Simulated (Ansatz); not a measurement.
A nudged elastic band was laid between two geometries of a periodic cell of 13 atoms, Zr₄HO₈ (host ZrO2, host structure Fm-3m, interstitial H), cell charge +1.

Level of theory: DFT PBE-D3(BJ), scalar-relativistic, plane waves, PAW (Ansatz). Settings: cutoff 420 eV, k mesh 2x2x2, gaussian smearing 0.05 eV, no spin polarisation.

```yaml
movable_images: 3
climbing_image: yes
spring: 5.0 eV/Å²
optimiser: quadratic models (default)
start_path: IDPP
force_threshold: 0.05 eV/Å
iteration_limit: 80
end_points: relaxed
```

Initial state:

```xyz
13
Lattice="5.0900 0.0000 0.0000 0.0000 5.0900 0.0000 0.0000 0.0000 5.0900" Properties=species:S:1:pos:R:3
Zr -0.192 0.163 0.135
O 1.215 1.264 1.280
O 4.223 4.272 3.362
Zr 2.402 2.450 0.093
O 3.475 3.958 0.859
O 1.228 0.995 3.803
Zr 2.359 -0.144 2.381
O 3.909 1.684 4.109
O 0.947 3.830 1.267
Zr 0.114 2.408 2.687
O 1.636 3.524 3.676
O 3.782 1.277 1.548
H 4.787 -0.254 2.797
```

Final state:

```xyz
13
Lattice="5.0900 0.0000 0.0000 0.0000 5.0900 0.0000 0.0000 0.0000 5.0900" Properties=species:S:1:pos:R:3
Zr -0.114 -0.144 -0.135
O 1.617 1.688 1.415
O 3.861 3.829 3.542
Zr 2.692 2.449 -0.096
O 3.453 3.960 0.980
O 1.312 0.997 3.826
Zr 2.731 0.166 2.401
O 3.879 1.262 3.807
O 0.865 4.276 1.731
Zr 0.195 2.410 2.711
O 1.182 3.524 4.233
O 4.144 1.280 1.284
H 5.391 -0.250 2.295
```

**Question.** What changes between the two ends?

**Answer.** Contacts lost: O3–H13. Contacts made: O9–H13. The atom that moves furthest is H13, by 0.78 Å.

**Question.** Give the energies along the band, and the barrier.

**Answer.** It converged. The highest image is number 2 of 0 to 4, 0.42 eV above the ends, which have the same energy within 2 meV. By the program's own check the climbing image is of a kind that is not told: the force calls were inconclusive, a negative curvature could not be distinguished from the path's own, the only one lies far off the path, or fixed occupations may fill a level only in part (lowest curvatures found: -6.66 and 0.37 eV/Å²). Limits of this set-up: coarse k mesh, charged cell in a uniform background, uncorrected.

| image | path coordinate (Å) | energy (eV) | O3–H13 (Å) | O9–H13 (Å) |
| --- | --- | --- | --- | --- |
| 0 | 0.00 | 0.00 | 0.98 | 2.22 |
| 1 | 0.57 | 0.10 | 0.99 | 1.83 |
| 2 | 1.15 | 0.42 | 1.23 | 1.24 |
| 3 | 1.73 | 0.10 | 1.83 | 0.99 |
| 4 | 2.31 | 0.00 | 2.22 | 0.98 |

**Question.** What is the geometry of the highest image?

**Answer.** 
```xyz
13
Lattice="5.0900 0.0000 0.0000 0.0000 5.0900 0.0000 0.0000 0.0000 5.0900" Properties=species:S:1:pos:R:3:forces:R:3
Zr -0.025 0.023 0.006 0.00 0.00 0.02
O 1.379 1.405 1.248 -0.01 0.01 0.01
O 4.207 4.114 3.357 0.00 0.01 0.00
Zr 2.568 2.460 0.024 0.00 0.03 0.00
O 3.425 4.045 0.878 0.00 -0.02 0.00
O 1.246 1.139 3.791 0.00 0.00 0.00
Zr 2.550 0.021 2.520 0.00 0.01 -0.01
O 3.793 1.408 3.925 0.00 0.01 -0.01
O 0.814 4.111 1.658 0.02 0.00 -0.02
Zr 0.113 2.335 2.657 -0.01 -0.02 -0.02
O 1.483 3.751 4.024 0.01 -0.01 0.01
O 3.950 1.318 1.405 0.01 -0.02 0.01
H 5.044 -0.694 2.500 -0.02 0.00 0.02
```

Time of the run: 3.6 min on 1 thread of Arm Neoverse V2, on a shared host, peak memory 0.51 GiB.
